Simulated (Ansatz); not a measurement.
The system is MgS.

```
S Mg
1.0
     4.03462    0.00000    0.00000
    -2.01731    3.49409    0.00000
     0.00000    0.00000    6.43229
S Mg
2 2
Cartesian
  2.0173 1.1647 5.6556
  0.0000 2.3294 2.4394
  0.0000 2.3294 6.4050
  2.0173 1.1647 3.1888
```

The cell comes from a database or a generator and needn't be the stable form of this composition.

```yaml
Program: Ansatz 0.2.0
Task: single point
Functional: PBE
Potentials_or_basis: all-electron LAPW, scalar-relativistic
Cutoff: 209 eV (chosen from the basis error)
Basis_error_allowed: 0.001 eV/atom
k_mesh: 8 × 8 × 4
Occupations: fermi-dirac, width 0.05 eV
Spin: no spin polarisation
```

On this cell: pressure 1.1 GPa; largest force 0.048 eV/Å; band gap on the k mesh 3.44 eV, direct.

The same run follows on a disturbed copy (atoms moved at random, drawn with an rms of 0.05 Å):

```xyz
4
Lattice="4.0346 0.0000 0.0000 -2.0173 3.4941 0.0000 0.0000 0.0000 6.4323" Properties=species:S:1:pos:R:3 pbc="T T T"
S     1.9890    1.1791    5.6112
S     0.0159    2.3234    2.3896
Mg   -0.0010    2.3363    6.4163
Mg    2.0245    1.1368    3.2216
```

Task: What changes?

Result: The energy moves by +6.1 meV/atom; pressure 1.2 GPa; largest force 0.459 eV/Å; band gap on the k mesh 3.52 eV, direct.

Forces on the atoms (eV/Å):
```
S    0.159 -0.056  0.341
S   -0.054 -0.101  0.343
Mg  -0.139  0.042 -0.241
Mg   0.034  0.115 -0.443
```

Stress tensor (GPa, compression positive):
```
 0.28 -0.37 -0.13
-0.37  0.41  0.20
-0.13  0.20  3.01
```

